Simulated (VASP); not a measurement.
# CuI: forms and broadenings of the independent-particle spectrum

CuI, P4/nmm (no. 129), 4 atoms in the cell. PBE, independent-particle dielectric function; PAW potentials I, Cu (PBE set).

## Input

INCAR.step1:
```
  PREC = Accurate
  ENCUT = 340
  ISMEAR = 0
  SIGMA = 0.02
  EDIFF = 1E-8
  LASPH = T
  KPAR = 4
  LWAVE = F
  LCHARG = F
  LEPSILON = T
```

INCAR.step2, as INCAR.step1 but for:
```
- LWAVE = F
- LEPSILON = T
+ LWAVE = T
+ NBANDS = 66
```

INCAR.step3:
```
  PREC = Accurate
  ENCUT = 340
  ISMEAR = 0
  SIGMA = 0.02
  EDIFF = 1E-7
  LASPH = T
  KPAR = 4
  LWAVE = F
  LCHARG = F
  LOPTICS = T
  NBANDS = 66
  NEDOS = 2000
  CSHIFT = 0.1
  ALGO = None
  NELM = 1
  ISTART = 1
```

INCAR.step4, as INCAR.step3 but for:
```
+ LNABLA = T
```

INCAR.step5, as INCAR.step4 but for:
```
- LNABLA = T
+ LPEAD = T
+ IPEAD = 3
```

INCAR.step6, as INCAR.step5 but for:
```
- IPEAD = 3
+ IPEAD = 2
```

INCAR.step7 changes the same tag again: IPEAD = 4.

INCAR.step8, as INCAR.step7 but for:
```
- CSHIFT = 0.1
- LPEAD = T
- IPEAD = 4
+ CSHIFT = 0.3
```

INCAR.step9, as INCAR.step8 but for:
```
- CSHIFT = 0.3
+ CSHIFT = 0.2
```

INCAR.step10 changes the same tag again: CSHIFT = 0.03.

INCAR.step11, as INCAR.step10 but for:
```
- ISMEAR = 0
- CSHIFT = 0.03
+ ISMEAR = -5
+ CSHIFT = 0.1
```

INCAR.step12, as INCAR.step11 but for:
```
- ISMEAR = -5
- SIGMA = 0.02
+ ISMEAR = 0
+ SIGMA = 0.2
```

INCAR.step13, as INCAR.step12 but for:
```
- SIGMA = 0.2
+ SIGMA = 0.02
+ OMEGAMAX = 12
```

INCAR.step14, as INCAR.step13 but for:
```
- OMEGAMAX = 12
+ OMEGAMAX = 60
```

KPOINTS:
```
k-points
0
Gamma
  6 6 4
```

POSCAR:
```
CuI
1.0
    4.0901961900      0.0000000000      0.0000000000
    0.0000000000      4.0901961900      0.0000000000
    0.0000000000      0.0000000000      6.5514580400
I Cu
2 2
Direct
    0.0000000000      0.5000000000      0.7430343600
    0.5000000000      0.0000000000      0.2569656400
    0.0000000000      0.0000000000      0.0000000000
    0.5000000000      0.5000000000      0.0000000000
```

Commands (each step's output is kept before the next begins):
```
cat potpaw_PBE.64/I/POTCAR potpaw_PBE.64/Cu/POTCAR > POTCAR
cp INCAR.step1 INCAR
mpirun -np 4 vasp_std > vasp.out
rm WAVECAR CHG
cp INCAR.step2 INCAR
mpirun -np 4 vasp_std > vasp.out
cp INCAR.step3 INCAR
mpirun -np 4 vasp_std > vasp.out
cp INCAR.step4 INCAR
mpirun -np 4 vasp_std > vasp.out
cp INCAR.step5 INCAR
mpirun -np 4 vasp_std > vasp.out
cp INCAR.step6 INCAR
mpirun -np 4 vasp_std > vasp.out
cp INCAR.step7 INCAR
mpirun -np 4 vasp_std > vasp.out
cp INCAR.step8 INCAR
mpirun -np 4 vasp_std > vasp.out
cp INCAR.step9 INCAR
mpirun -np 4 vasp_std > vasp.out
cp INCAR.step10 INCAR
mpirun -np 4 vasp_std > vasp.out
cp INCAR.step11 INCAR
mpirun -np 4 vasp_std > vasp.out
cp INCAR.step12 INCAR
mpirun -np 4 vasp_std > vasp.out
cp INCAR.step13 INCAR
mpirun -np 4 vasp_std > vasp.out
cp INCAR.step14 INCAR
mpirun -np 4 vasp_std > vasp.out
```

## Result

- Direct gap on the mesh (eV): 1.62
- Gap on the mesh (eV): 1.62
- Bands: 66

One ground state, settings moved in the last step alone:

| Settings | ε at zero frequency | Mean energy of the absorption, weighted by Im ε (eV) | Time (s) |
|---|---|---|---|
| longitudinal form, CSHIFT 0.1 | 6.37 | 6.48 | 5 |
| transversal form (LNABLA) | 6.63 | 6.46 | 6 |
| finite differences (LPEAD), order 3 | 6.14 | 6.57 | 16 |
| finite differences (LPEAD), order 2 | 6.09 | 6.60 | 14 |
| finite differences (LPEAD), order 4 | 6.16 | 6.55 | 20 |
| CSHIFT 0.3 | 6.35 | 6.49 | 5 |
| CSHIFT 0.2 | 6.36 | 6.48 | 8 |
| CSHIFT 0.03 | 6.37 | 6.48 | 5 |
| tetrahedron method | 6.22 | 6.56 | 6 |
| SIGMA 0.2 | 6.37 | 6.48 | 7 |
| OMEGAMAX 12, which cuts the spectrum short | 6.09 | 6.46 | 6 |
| OMEGAMAX 60 | 6.37 | 6.48 | 7 |

The mean energy covers the spectrum up to 12 eV.

On the same mesh, density-functional perturbation theory with local fields gives ε = 5.73.

Limits: The 6×6×4 mesh is coarse for a spectrum: peaks stand apart that a denser mesh merges, and ε at zero frequency can be far too high; spin-orbit coupling is left out, which can matter with atoms this heavy.

VASP 6.6.1 took 356 s on 4 cores (Intel Xeon Platinum 8259CL @ 2.50GHz (Skylake/Cascade Lake)), a shared host.
